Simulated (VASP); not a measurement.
# Mo (Im-3m) in VASP: notebook

Runs on Mo. Level: PBE. Tasks: single point.

Program: VASP 6.6.1. These are calculated values, not measurements. Logs are shortened: lines on timing, memory, paths and dates and some standing lists are left out, and cuts for length are marked.

### 1 The crystal as given

It takes space group Im-3m (No. 229, cubic). The conventional cell has a = 3.168 Å, b = 3.168 Å, c = 3.168 Å, α = 90.00°, β = 90.00°, γ = 90.00°. Around Mo (site symmetry m-3m) lie 8 Mo at 2.74 Å.

### 2 Single point, PBE

File INCAR:

```
ADDGRID = F
ALGO = Normal
EDIFF = 1E-8
ENCUT = 900
GGA = PE
ISIF = 2
ISMEAR = 1
LASPH = T
LCHARG = F
LREAL = F
LWAVE = F
NBANDS = 13
NELM = 100
PREC = Accurate
SIGMA = 0.1
```

File KPOINTS:

```
k-points
0
Gamma
  18 18 18
```

File POSCAR:

```
Mo
1.0
   -1.6018940000      1.6123050000      1.5868230000
    1.5840600000     -1.5829550000      1.5396390000
    1.5998790000      1.5809390000     -1.5574730000
Mo
1
Direct
   -0.0100820000     -0.0008690000      0.0196120000
```

Potentials or basis: VASP PAW PBE potentials, release 64 (Mo_sv).

Run with:

```console
cat potpaw_PBE.64/Mo_sv/POTCAR > POTCAR
mpirun -np 1 vasp_std > vasp.out
```

OUTCAR:

```text
EDIFF = 1E-8
   ENCUT = 900
   GGA = PE
   ISIF = 2
   ISMEAR = 1
   LASPH = T
   LREAL = F
   NELM = 100
   PREC = Accurate

 ion  position               nearest neighbor table
   1  0.990  0.999  0.020-

  LATTYP: Found a triclinic cell.
 ALAT       =     4.4371765866
 B/A-ratio  =     0.6124669750
 C/A-ratio  =     1.0156274886
 COS(alpha) =     0.0005322677
 COS(beta)  =     0.5099630966
 COS(gamma) =     0.8092327802

  Lattice vectors:

 A1 = (   3.1661050000,   0.0273340000,   3.1086280000)
 A2 = (   1.5840600000,  -1.5829550000,   1.5396390000)
 A3 = (   3.1819240000,   3.1912280000,   0.0115160000)

Analysis of symmetry for initial positions (statically):
=====================================================================
 Subroutine PRICEL returns:
 Original cell was already a primitive cell.

 Routine SETGRP: Setting up the symmetry group for a
 triclinic supercell.

 Subroutine GETGRP returns: Found  2 space group operations
 (whereof  1 operations were pure point group operations)
 out of a pool of  2 trial point group operations.

The static configuration has the point symmetry C_1 .
 The point group associated with its full space group is S_2 .

Analysis of symmetry for dynamics (positions and initial velocities):
=====================================================================
 Subroutine PRICEL returns:
 Original cell was already a primitive cell.

 Routine SETGRP: Setting up the symmetry group for a
 triclinic supercell.

 Subroutine GETGRP returns: Found  2 space group operations
 (whereof  1 operations were pure point group operations)
 out of a pool of  2 trial point group operations.

The dynamic configuration has the point symmetry C_1 .
 The point group associated with its full space group is S_2 .

 Subroutine INISYM returns: Found  2 space group operations
 (whereof  1 operations are pure point group operations),
 and found     1 'primitive' translations

----------------------------------------------------------------------------------------

                                     Primitive cell

  volume of cell :      15.8916

  direct lattice vectors                    reciprocal lattice vectors
    -1.601894000  1.612305000  1.586823000     0.001971750  0.310249238  0.316949110
     1.584060000 -1.582955000  1.539639000     0.315876418 -0.002757309  0.321678072
     1.599879000  1.580939000 -1.557473000     0.314268351  0.313370033 -0.001149142

  length of vectors
     2.771930561  2.717624122  2.735818540     0.443525891  0.450846200  0.443809300

  position of ions in fractional coordinates (direct lattice)
     0.989918000  0.999131000  0.019612000

  ion indices of the primitive-cell ions
   primitive index   ion index
                 1           1

----------------------------------------------------------------------------------------

 KPOINTS: k-points

Automatic generation of k-mesh.
 Grid dimensions read from file:
 generate k-points for:   18   18   18

 Generating k-lattice:

  Cartesian coordinates                     Fractional coordinates (reciprocal lattice)
     0.000109542  0.017236069  0.017608284     0.055555556  0.000000000 -0.000000000
     0.017548690 -0.000153184  0.017871004    -0.000000000  0.055555556  0.000000000
     0.017459353  0.017409446 -0.000063841     0.000000000 -0.000000000  0.055555556

  Length of vectors
     0.024640327  0.025047011  0.024656072

  Shift w.r.t. Gamma in fractional coordinates (k-lattice)
     0.000000000  0.000000000  0.000000000

 Subroutine IBZKPT returns following result:
 ===========================================

 Found   2920 irreducible k-points:

 Following reciprocal coordinates:
            Coordinates               Weight
  0.000000  0.000000  0.000000      1.000000
  0.055556  0.000000  0.000000      2.000000
  0.111111  0.000000  0.000000      2.000000
  0.166667  0.000000  0.000000      2.000000
  0.222222  0.000000  0.000000      2.000000
  0.277778 -0.000000  0.000000      2.000000
[... 16 lines left out ...]
 -0.333333  0.055556 -0.000000      2.000000
 -0.277778  0.055556 -0.000000      2.000000
 [... further k-points ...]
   k-points           NKPTS =   2920   k-points in BZ     NKDIM =   2920   number of bands    NBANDS=     13
   number of dos      NEDOS =    301   number of ions     NIONS =      1
   total plane-waves  NPLWV =  21952
   dimension x,y,z NGX =    28 NGY =   28 NGZ =   28
   dimension x,y,z NGXF=    56 NGYF=   56 NGZF=   56
   ions per type =               1
   NGX,Y,Z   is equivalent  to a cutoff of  16.79, 17.13, 17.01 a.u.
   NGXF,Y,Z  is equivalent  to a cutoff of  33.59, 34.26, 34.03 a.u.
 SYSTEM =  unknown system
   PREC   = accura    normal or accurate (medium, high low for compatibility)
   ISTART =      0    job   : 0-new  1-cont  2-samecut
   ICHARG =      2    charge: 1-file 2-atom 10-const
   ISPIN  =      1    spin polarized calculation?
   LNONCOLLINEAR =      F non collinear calculations
   LSORBIT =      F    spin-orbit coupling
   LASPH  =      T    aspherical Exc in radial PAW
   ENCUT  =  900.0 eV  66.15 Ry    8.13 a.u.   6.78  6.65  6.69*2*pi/ulx,y,z
   NELM   =    100;   NELMIN=  2; NELMDL= -5     # of ELM steps
   EDIFF  = 0.1E-07   stopping-criterion for ELM
   LREAL  =      F    real-space projection
   EDIFFG = 0.1E-06   stopping-criterion for IOM
   NSW    =      0    number of steps for IOM
   IBRION =     -1    ionic relax: 0-MD 1-quasi-New 2-CG
   NFREE  =      0    steps in history (QN), initial steepest desc. (CG)
   ISIF   =      2    stress and relaxation
   ISYM   =      2    0-nonsym 1-usesym 2-fastsym
   POTIM  = 0.5000    time-step for ionic-motion
   TEBEG  =    0.0;   TEEND  =   0.0 temperature during run
   PSTRESS=    0.0 pullay stress
   NELECT =      14.0000    total number of electrons
   NUPDOWN=      -1.0000    fix difference up-down
   EMIN   =  10.00;   EMAX   =-10.00  energy-range for DOS
   EFERMI =   0.00;   METHOD = LEGACY
   ISMEAR =     1;   SIGMA  =   0.10  broadening in eV -4-tet -1-fermi 0-gaus
   EFERMI_NEDOS =   21; number of points for ismear=-14 and -15
   IALGO  =     38    algorithm
   IMIX   =      4    mixing-type and parameters
     AMIX     =   0.40;   BMIX     =  1.00
     AMIX_MAG =   1.60;   BMIX_MAG =  1.00
  volume/ion in A,a.u.               =      15.89       107.24
  Fermi-wavevector in a.u.,A,eV,Ry     =   1.569380  2.965697 33.510502  2.462952
  Thomas-Fermi vector in A             =   2.671271
   LORBIT       =      0    0 simple, 1 ext, 2 COOP (PROOUT), +10 PAW based schemes
   GGA     = PE    functional components
   LHFCALC =     F    Hartree Fock is set to
   AEXX    =    0.0000 exact exchange contribution
   IVDW    =     0    specifies the selected vdW correction
   LEPSILON=     F    determine dielectric tensor
   LRPA    =     F    only Hartree local field effects (RPA)
 non-spin polarized calculation
 Methfessel and Paxton  Order N= 1 SIGMA  =   0.10
  energy-cutoff  :      900.00
  volume of cell :       15.89
 maximum number of plane-waves:       989
   NGX = 13   NGY = 13   NGZ = 13

 number of electron      14.0000000 magnetization

 Free energy of the ion-electron system (eV)
  ---------------------------------------------------
  ext. energy  EPLUGINS =         0.00000000
  ---------------------------------------------------
  free energy    TOTEN  =       -10.92676474 eV

  energy without entropy =      -10.92702816  energy(sigma->0) =      -10.92685254

 E-fermi :  12.3460     XC(G=0): -13.2973

 val. band max:       12.3457143847   @ k =   0.3333  -0.2222   0.2222
 cond. band min:      12.3467401832   @ k =   0.3889   0.0556   0.1111
 fundamental gap:      0.0010257985
 Fermi energy:        12.3459980917

 k-point     1 :       0.0000    0.0000    0.0000
  band No.  band energies     occupation
      1     -48.9523      2.00000
      2     -22.2826      2.00000
      3     -22.2574      2.00000
      4     -22.2269      2.00000
      5       5.1500      2.00000
      6      10.7572      2.00000
      7      11.0480      2.00000
      8      11.1787      2.00000
      9      13.8182     -0.00000
     10      14.1113     -0.00000
     11      26.9266      0.00000
     12      27.0284      0.00000
     13      27.4748      0.00000

 k-point     2 :       0.0556    0.0000    0.0000
  band No.  band energies     occupation
      1     -48.9454      2.00000
      2     -22.3212      2.00000
      3     -22.2709      2.00000
      4     -22.2292      2.00000
      5       5.2829      2.00000
      6      10.7068      2.00000
      7      11.0243      2.00000
      8      11.2759      2.00000
      9      13.7950     -0.00000
     10      14.0501     -0.00000
     11      27.1547      0.00000
     12      27.2382      0.00000
     13      27.5966      0.00000

 k-point     3 :       0.1111    0.0000    0.0000
  band No.  band energies     occupation
      1     -48.9254      2.00000
      2     -22.4376      2.00000
      3     -22.3067      2.00000
      4     -22.2325      2.00000
      5       5.6630      2.00000
      6      10.5282      2.00000
      7      10.9350      2.00000
      8      11.6120      2.00000
      9      13.6859     -0.00000
     10      13.9889     -0.00000
     11      27.5718      0.00000
     12      27.8642      0.00000
     13      28.0210      0.00000
[... 305 lines left out ...]
 k-point    23 :      -0.3333    0.0556   -0.0000
  band No.  band energies     occupation
      1     -48.7936      2.00000
      2     -23.1509      2.00000
      3     -22.5347      2.00000
      4     -22.2643      2.00000
      5       7.4482      2.00000
      6       9.4665      2.00000
      7      10.9944      2.00000
      8      13.6964     -0.00000
      9      14.3694      0.00000
     10      14.6100      0.00000
     11      26.2994      0.00000
     12      27.2259      0.00000
     13      32.3329      0.00000

 k-point    24 :      -0.2778    0.0556   -0.0000
  band No.  band energies     occupation
      1     -48.8334      2.00000
      2     -22.9424      2.00000
      3     -22.4630      2.00000
      4     -22.2597      2.00000
      5       7.1745      2.00000
      6       9.7696      2.00000
      7      10.5998      2.00000
      8      13.4190     -0.00000
      9      13.6445     -0.00000
     10      14.2868     -0.00000
     11      27.2318      0.00000
     12      28.2253      0.00000
     13      30.8505      0.00000

 [... further k-points ...]

------------------------ aborting loop because EDIFF is reached ----------------------------------------

  FORCE on cell =-STRESS in cart. coord.  units (eV):
  Direction    XX          YY          ZZ          XY          YZ          ZX
  --------------------------------------------------------------------------------------
  -------------------------------------------------------------------------------------
  Total       -0.2623066     -0.3531347      0.3019971      0.0132129     -0.1895249      0.1157270
  in kB      -26.4454689    -35.6026658     30.4470259      1.3321062    -19.1077012     11.6674678
  external PRESSURE =     -10.5337030 kB  Pullay stress =       0.0000000 kB

 VOLUME and BASIS-vectors are now :
 -----------------------------------------------------------------------------
  energy-cutoff  :      900.00
  volume of cell :       15.89
      direct lattice vectors                 reciprocal lattice vectors
    -1.601894000  1.612305000  1.586823000     0.001971750  0.310249238  0.316949110
     1.584060000 -1.582955000  1.539639000     0.315876418 -0.002757309  0.321678072
     1.599879000  1.580939000 -1.557473000     0.314268351  0.313370033 -0.001149142

 POSITION                                       TOTAL-FORCE (eV/Angst)
 -----------------------------------------------------------------------------------
      0.02832      0.04548      3.07858        -0.000000      0.000000      0.000000
 -----------------------------------------------------------------------------------
    total drift:                               -0.000001      0.000000      0.000003

  FREE ENERGIE OF THE ION-ELECTRON SYSTEM (eV)
  ---------------------------------------------------
  free  energy   TOTEN  =       -10.9267647355 eV

  energy  without entropy=      -10.9270281582  energy(sigma->0) =      -10.92685254
```

It took 10 min on 1 thread of Intel Xeon 6975P-C (Granite Rapids), shared host; peak memory 1.2 GiB.

Results:

| Quantity | Value |
| --- | --- |
| Free energy | -10.9268 eV |
| Pressure | -1.1 GPa |
| Band gap on the k mesh | none (metal or under the smearing width) |

Stress tensor (GPa, compression positive):
```
-2.64  0.13  1.17
 0.13 -3.56 -1.91
 1.17 -1.91  3.04
```

### 3 Single point, PBE

INCAR: that of step 2 with these lines changed.

```diff
@@ -2,4 +2,4 @@
 ALGO = Normal
-EDIFF = 1E-8
-ENCUT = 900
+EDIFF = 1E-7
+ENCUT = 550
 GGA = PE
```

File KPOINTS:

```
k-points
0
Gamma
  13 13 13
```

File POSCAR:

```
Mo
1.0
   -1.5838089719      1.5838089719      1.5838089719
    1.5838089719     -1.5838089719      1.5838089719
    1.5838089719      1.5838089719     -1.5838089719
Mo
1
Direct
    0.0000000000      0.0000000000      0.0000000000
```

Potentials or basis: VASP PAW PBE potentials, release 64 (Mo_sv).

Run with:

```console
cat potpaw_PBE.64/Mo_sv/POTCAR > POTCAR
mpirun -np 1 vasp_std > vasp.out
```

Wall time 8 s (1 thread of Intel Xeon 6975P-C (Granite Rapids), shared host); peak memory 0.14 GiB.

These settings aren't checked as converged: the numbers below hold their error.

Results:

```yaml
Free_energy: -10.9360 eV
Pressure: -1.5 GPa
Band_gap_on_the_k_mesh: none (metal or under the smearing width)
```

[end of part 1 of 2]
